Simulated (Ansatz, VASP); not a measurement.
# Cross-check of BN between VASP and Ansatz, part 2 of 2

One calculation is typed for both programs; each brings its own data sets. How far apart do they land? The cell is taken from a series of runs on this material, whose earlier steps may have relaxed, scaled, displaced or heated it; both programs get it as it stands.

VASP 6.6.1 and Ansatz 0.2.0.

So far: The structure; VASP: zone-centre phonons, r2SCAN.

## 3. Ansatz: zone-centre phonons, r2SCAN

Level of this step: Ansatz beside VASP: Kohn-Sham DFT, plane waves, r2SCAN (Ansatz).

Ansatz runs on its default PAW (the set named soft_2) files.

The same cell, functional and mesh now go to Ansatz, which takes its cutoff from its data sets.

Contents of input.yaml:

```yaml
crystal:
  lattice:
    - [2.5015114777, 0.0, 0.0]
    - [-1.2507557388, 2.1663724875, 0.0]
    - [0.0, 0.0, 6.9873656191]
  atoms:
    - { symbol: B, position: [0.3333333333, 0.6666666667, 0.25] }
    - { symbol: B, position: [0.6666666667, 0.3333333333, 0.75] }
    - { symbol: "N", position: [0.3333333333, 0.6666666667, 0.75] }
    - { symbol: "N", position: [0.6666666667, 0.3333333333, 0.25] }
kpoints:
  mp_grid: { grid: [9, 9, 4] }
hamiltonian:
  xc: r2scan
scf:
  occupations: { method: fixed }
output:
  eigenvalues: true
phonons:
  method: dfpt
  dielectric: true
  rigid_motions: translations
```

Started as:

```
$ ansatz run input.yaml --threads 4 --pin off --max-ram 7168MiB --backend cpu --events-out ev --progress --plain --runs-dir out
```

Numbers of over 12 decimals in the logs are rounded to 6 here.

Output:

```text
Engine: ansatz 0.2.0, x86_64-unknown-linux-gnu
Pseudopotentials: kind: paw
Pseudopotential: B, paw, valence charge 3, recommended cutoff 500 eV (meta_gga), B.paw.azcp
Pseudopotential: N, paw, valence charge 5, recommended cutoff 500 eV (meta_gga), N.paw.azcp
Functional definition: r2SCAN
  parameter k0 = 0.174
  parameter k1 = 0.065
  parameter a1 = 4.9479
  exchange = r2scan_x(k0 = k0, k1 = k1, a1 = a1)
  correlation = r2scan_c
Crystal: 4 atoms, lattice volume = 37.866 Å³
Basis set: ecut = 500 eV, 979 PW (Γ), exchange–correlation on 100×100×270 points (125 copies of the dense FFT grid, shifted against one another)
Bands: 12, of which v1, the nominal top of the filled ones, is band 8 counted from 1 (7 counted from 0)
Symmetry: 24 space group operations
k-points: 95 of 324 (irreducible under 2 space group operations, time reversal used)
Non-local potential: B, projectors of the file, l = 0: 2, l = 1: 2, l = 2: 1
Non-local potential: N, projectors of the file, l = 0: 2, l = 1: 2, l = 2: 1
PAW form: soft (Blöchl's): semilocal exchange-correlation on the pseudo side does not see the compensation charge
PAW frozen core: B, regenerated for the run's functional (the file was generated under x = pbe(κ = 0.804, μ = 0.219515), c = pbe(β = 0.066725))
PAW frozen core: N, regenerated for the run's functional (the file was generated under x = pbe(κ = 0.804, μ = 0.219515), c = pbe(β = 0.066725))
PAW one-centre angular grid: B, 302 points (default); XC on 160 Gauss nodes
PAW one-centre angular grid: N, 302 points (default); XC on 160 Gauss nodes
Initial density: superposition of atomic densities (neutral atoms: chi_scale 0, normalization atom), corrected by the library's trained network
Initial wavefunctions: pseudopotential atomic-orbital guess
Functional: x = r2scan, c = r2scan; τ floored in thin density (d = 2e-4 eV/Å³)
SCF iter   1: F=—  HF=-1088.117746 eV  |F-HF|=—  |Δ(HF+E_count)|=         —  Δρ=8.34e-3  dr2=1.89e-2  dr2_τ=6.90e-1  ethr=1.77e-3  ⟨swp⟩=5.4  Hψ=6255  notcnv=0  defer=181
preconditioner: auto → none  [insulator: Δε(μ)=5.057 eV  Ē_g=16.748 eV  n_scr=4 (ndim 8)  ℏωp=24.1 eV  f_vac=0.048  ε∞_Penn≈3.1]
SCF iter   2: F=—  HF=-1088.248991 eV  |F-HF|=—  |Δ(HF+E_count)|=   1.31e-1  Δρ=5.01e-3  dr2=4.17e-3  dr2_τ=2.92e-4  ethr=1.18e-4  ⟨swp⟩=2.1  Hψ=2867  notcnv=0  defer=188
SCF iter   3: F=—  HF=-1088.248765 eV  |F-HF|=—  |Δ(HF+E_count)|=   2.25e-4  Δρ=8.71e-4  dr2=2.25e-4  dr2_τ=1.09e-4  ethr=2.61e-5  ⟨swp⟩=3.0  Hψ=2092  notcnv=0  defer=190
SCF iter   4: F=—  HF=-1088.248738 eV  |F-HF|=—  |Δ(HF+E_count)|=   2.70e-5  Δρ=2.92e-4  dr2=2.36e-5  dr2_τ=1.98e-6  ethr=1.41e-6  ⟨swp⟩=2.0  Hψ=1944  notcnv=0  defer=189
SCF iter   5: F=—  HF=-1088.248731 eV  |F-HF|=—  |Δ(HF+E_count)|=   7.20e-6  Δρ=1.06e-4  dr2=2.51e-6  dr2_τ=2.58e-7  ethr=1.48e-7  ⟨swp⟩=2.0  Hψ=1863  notcnv=0  defer=75
SCF iter   6: F=—  HF=-1088.248733 eV  |F-HF|=—  |Δ(HF+E_count)|=   2.30e-6  Δρ=4.23e-5  dr2=4.52e-7  dr2_τ=9.73e-9  ethr=1.57e-8  ⟨swp⟩=2.0  Hψ=1722  notcnv=0  defer=14
SCF iter   7: F=—  HF=-1088.248732 eV  |F-HF|=—  |Δ(HF+E_count)|=   1.79e-6  Δρ=5.76e-6  dr2=6.59e-9  dr2_τ=3.87e-10  ethr=2.82e-9  ⟨swp⟩=2.9  Hψ=2063  notcnv=0  defer=9
SCF iter   8: F=—  HF=-1088.248732 eV  |F-HF|=—  |Δ(HF+E_count)|=   1.16e-9  Δρ=1.26e-6  dr2=3.64e-10  dr2_τ=8.55e-12  ethr=4.12e-11  ⟨swp⟩=2.2  Hψ=1904  notcnv=0  defer=9
SCF iter   9: F=-1088.248732 eV  HF=-1088.248732 eV  |F-HF|=0.00e0  |Δ(HF+E_count)|=  4.25e-11  Δρ=6.55e-8  dr2=8.26e-13  dr2_τ=2.21e-14  ethr=1.00e-12  ⟨swp⟩=7.4  Hψ=6708  notcnv=0
SCF 1 converged in 9 iterations: F = -1088.248732 eV  dr2 = 8.26e-13
  greatest PAW one-centre occupation: 0.805 electrons in one spin orbital (limit 2), on the N atom at site 3 (counted from 0), in its partial waves of l = 0
NSCF: frozen V_eff on 4 k-points
DFPT response loops at Γ: preconditioner auto → Resta (q_TF=auto, 2.363 Å⁻¹)  ε∞=3.5 (no band partly filled); β = 1.00, the filter's whole step (`scf.mixing.beta` (0.50) is not read by the response loops at its default; to damp them type it under 1.00, their step now; it binds the ground state too); Broyden in place of MSR1
── the response to a field inside a basis, on 10×10×4 k-points: an SCF that follows is theirs, and a resumed run solves both again ──
Bands: 9, of which v1, the nominal top of the filled ones, is band 8 counted from 1 (7 counted from 0)
k-points: 60 of 400 (irreducible under 8 space group operations)
Initial density: handed on by an earlier stage of this run
Initial wavefunctions: pseudopotential atomic-orbital guess (no wavefunctions were taken with the density)
Eigensolver: Dense (60 Hₖ)
SCF iter   1: F=—  HF=-1088.246264 eV  |F-HF|=—  |Δ(HF+E_count)|=         —  Δρ=1.47e-4  dr2=1.05e-6  dr2_τ=1.37e-6  ethr=1.00e-1
preconditioner: auto → none  [insulator: Δε(μ)=5.012 eV  Ē_g=14.087 eV  n_scr=4 (ndim 8)  ℏωp=24.1 eV  f_vac=0.040  ε∞_Penn≈3.9]
SCF iter   2: F=—  HF=-1088.246268 eV  |F-HF|=—  |Δ(HF+E_count)|=   3.36e-6  Δρ=7.48e-5  dr2=2.69e-7  dr2_τ=2.76e-7  ethr=6.57e-9
SCF iter   3: F=-1088.246268 eV  HF=-1088.246268 eV  |F-HF|=3.82e-8  |Δ(HF+E_count)|=   1.24e-7  Δρ=1.40e-5  dr2=5.84e-8  dr2_τ=8.87e-9  ethr=1.68e-9
SCF 1 converged in 3 iterations: F = -1088.246268 eV  dr2 = 5.84e-8
  greatest PAW one-centre occupation: 0.805 electrons in one spin orbital (limit 2), on the N atom at site 2 (counted from 0), in its partial waves of l = 0
DFPT response loops at Γ: mixed as the last ones told, above
SCF converged after 9 iterations
Free energy (F): -1088.248732 eV
Harris-Foulkes:  -1088.248732 eV  (|F-HF|=0.00e0)
Internal energy: -1088.248732 eV  (E = F + TS)
E sigma→0 (E₀):  -1088.248732 eV
Fermi energy:    3.969803 eV
--- Per-component energies (eV) ---
  E_band       = -56.051715
  E_kinetic    = 367.173750
  E_local      = -745.714301  (includes V_loc(G=0)·N_el)
  E_nonlocal   = 114.120270
  E_hartree    = 246.649462
  E_xc         = -181.951617
  E_vxc        = -252.379841  (∫ρ·V_xc dr)
  E_paw        = -419.669098  (= ΣΔE_a)
  E_vpaw       = -47.040019  (= ΣTr[D̂ρ^β])
  E_aug_tail   = 0.000041  (compensation charges beyond the density's cutoff)
  E_vtau       = 14.489468  (kinetic-family band-sum trace: ∫τ·v_τ [+ j·A + Jᵃ·Aᵃ] dr)
  E_ewald      = -468.761224
  E_core_change = -0.096013  (= ΣΔE_core)
  E_smearing   = -0.000000  (= −TS)
  E_closure    = 0.000000  (closes the sum)
  Σ components = -1088.248732   (vs F -1088.248732, Δ=0.00e0)
--- Band table (eV; the first three rows and the last of 95) ---
  k-point 0: bands = [... 4 lower, 2.6214, 2.6214, 2.6442, 2.6442, 9.2646, 14.3411, 16.3858, 16.3858]
  k-point 1: bands = [... 4 lower, 2.6248, 2.6248, 2.6409, 2.6409, 9.8948, 13.3093, 16.3983, 16.3983]
  k-point 2: bands = [... 4 lower, 2.6328, 2.6328, 2.6328, 2.6328, 11.4662, 11.4662, 16.4288, 16.4288]
  k-point 94: bands = [... 4 lower, -1.4578, -1.4578, 2.1198, 2.1198, 11.0945, 11.0945, 15.8944, 15.8944]
--- Phonons (Γ-DFPT): 4 representative perturbations + reference, on 95 of 324 k-points (Σ response iterations 23) ---
  k mesh reduced under 2 symmetry operations, with k and −k counted as one. Each operation leaves every solved perturbation unchanged. A smaller set is not considered because the functional reads the kinetic-energy density
  ASR residual: 1.504e-3 → 0.000e0 eV/Å²; symmetrization residual: 9.735e-7 eV/Å²
  ASR residual per site (eV/Å²): 8.76e-4 8.76e-4 1.50e-3 1.50e-3
  Γ frequencies (cm⁻¹): 0.00 0.00 0.00 37.14 37.14 83.21 777.59 824.44 1367.94 1367.94 1367.99 1367.99
  ε∞ (high-frequency dielectric tensor):
        4.257149    -0.000000     0.000000
       -0.000000     4.257149     0.000000
        0.000000     0.000000     2.451905
  ε⁰ (static dielectric tensor: ions relaxed, cell fixed):
        5.938459    -0.000000    -0.000000
       -0.000000     5.938459    -0.000000
       -0.000000    -0.000000     2.790508
  ε⁰ − ε∞ (ionic part):
        1.681311    -0.000000    -0.000000
       -0.000000     1.681311    -0.000000
       -0.000000    -0.000000     0.338603
  softest optical mode at Γ: 37.14 cm⁻¹; the repairs (sum rule, projections) moved no ω² at Γ by more than (5.43 cm⁻¹)²
  Born effective charges Z* (e; rows j = field, columns β = displacement):
    site 0:
         2.71769   -0.00000    0.00000
        -0.00000    2.71769    0.00000
         0.00000    0.00000    0.69328
    site 1:
         2.71769   -0.00000    0.00000
        -0.00000    2.71769    0.00000
         0.00000    0.00000    0.69328
    site 2:
        -2.71769    0.00000    0.00000
         0.00000   -2.71769    0.00000
         0.00000    0.00000   -0.69328
    site 3:
        -2.71769    0.00000    0.00000
         0.00000   -2.71769    0.00000
         0.00000    0.00000   -0.69328
  Z* charge neutrality: 5.656e-4 e pre-enforcement
  solved inside a basis spanned on kpoints, on 10×10×4 k-points, its susceptibility summed on 14×14×4: ε∞ is read to err by 1.2e-2, Z* by 1.0e-2 e (field_mesh: kpoints solves on kpoints); Z* is corrected for what the basis lacks
  optical modes at Γ without the LO–TO term, one row a degenerate level:
      ω (cm⁻¹)  modes    IR ((D/Å)²/amu)
         37.14      2             0.0000
         83.21      1             0.0000
        777.59      1             3.6348
[...]
optical modes at Γ + LO–TO along q̂ = [1.0000, 0.0000, 0.0000]:
      ω (cm⁻¹)  modes    IR ((D/Å)²/amu)
[...]
optical modes at Γ + LO–TO along q̂ = [0.0000, 1.0000, 0.0000]:
      ω (cm⁻¹)  modes    IR ((D/Å)²/amu)
[...]
1367.99      2             0.0000
       1615.64      1            55.8560
  optical modes at Γ + LO–TO along q̂ = [0.0000, 0.0000, 1.0000]:
      ω (cm⁻¹)  modes    IR ((D/Å)²/amu)
         37.14      2             0.0000
         83.21      1             0.0000
        824.44      1             0.0000
        829.55      1             3.6348
       1367.94      2           111.7119
       1367.99      2             0.0000
```

The column dr2 measures how far the density is from self-consistency, as an energy; F and HF (Harris–Foulkes) agree once it is small.

## 4. Comparison

Known differences besides the potentials themselves: VASP keeps PBE cores, Ansatz makes them for the functional; fixed occupations in Ansatz, narrow Gaussian smearing in VASP; the cutoff is 500 eV in Ansatz and 660 eV in VASP; VASP uses finite displacements, Ansatz perturbation theory. Total energies have different zeros and are not compared.

Both answers:

```
                  quantity  Ansatz    VASP  difference
optical mode 1 to 2 (cm⁻¹)    37.1    37.1        +0.1
     optical mode 3 (cm⁻¹)    83.2    83.4     -0.27 %
     optical mode 4 (cm⁻¹)   777.6   777.2     +0.05 %
     optical mode 5 (cm⁻¹)   824.4   825.2     -0.09 %
optical mode 6 to 9 (cm⁻¹)  1367.9  1364.2     +0.28 %
```

Modes are paired by rising frequency, not by their patterns, so a pair may set unlike modes beside each other; they are those without the splitting of longitudinal modes.

## 5. Results

| Quantity | Value |
| --- | --- |
| r.m.s. difference of the optical zone-centre modes, each program's sorted by frequency (zone-centre phonons, r2SCAN) | 2.5 cm⁻¹ |

What this shows: The r.m.s. difference of the optical zone-centre modes, each program's sorted by frequency is 2.5 cm⁻¹ (zone-centre phonons, r2SCAN). Such differences can come from data sets, numerical settings and the points named under the comparisons, not from the functional's error against experiment.

[Lines on the potential files, build, host, timing and source positions are cut from VASP's logs without a mark.]

[Logs are printed without paths, hosts, clocks, repeated set-up lines and the standing remarks that a program may print on its own settings, such as how far it seeks lower states.]

[Hosts, paths, dates, database ids (printed as entryN), source tags and the programs' standing remarks are cut or masked in the printed files.]
